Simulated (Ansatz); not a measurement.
Input:

AlSb (zinc blende)

```yaml
crystal:
  lattice:
    - [0.00000, 3.11275, 3.11275]
    - [3.11275, 0.00000, 3.11275]
    - [3.11275, 3.11275, 0.00000]
  atoms:
    - { symbol: Sb, position: [0.75000, 0.75000, 0.75000] }
    - { symbol: Al, position: [0.00000, 0.00000, 0.00000] }
```

In each cell atom 1 (Sb, nearest neighbour Al at 2.696 Å; its periodic images, 4.4 Å or more away, move with it) moves by s·(0.000, 0.000, 1.000) (along Cartesian z), the rest being held.

The numbers are results of PBE (plane waves to 420 eV, PAW, scalar-relativistic; Ansatz, a program for electronic structure), not measurements. k mesh 10×10×10 (Γ-centred), Fermi-Dirac smearing 0.05 eV. Energies are smeared free energies. As the smearing reaches across the gap at some points, energies and forces of such displacements shift with the k mesh and the smearing. AlSb was relaxed with its symmetry unable to fall. Spin-orbit coupling is left out, though Sb is heavy. The zero of ΔE is the undisplaced structure.

The scan covers s from -0.540 to 0.540 Å in 11 points.

Task: Is this a single well or a double well?

Result: A single well with its minimum at or next to zero displacement.

Task: Is the energy the same for equal positive and negative displacements?

Result: Even: the same for both signs. With its periodic images moving along, the atom's site symmetry in this cell is -43m.

Task: What force acts on the atom along the line at s = -0.540 Å?

Result: 3.23 eV/Å.

Task: What is the force constant k = d²E/ds² of this move at s = 0?

Result: 7.49 eV/Å².

Task: With two atoms in the cell this is the zone-centre optical mode. What wavenumber follows?

Result: 304 cm⁻¹.

(A displaced cell: forces are minus the slopes of the energy, force constants its curvatures, and phonons follow from these.)
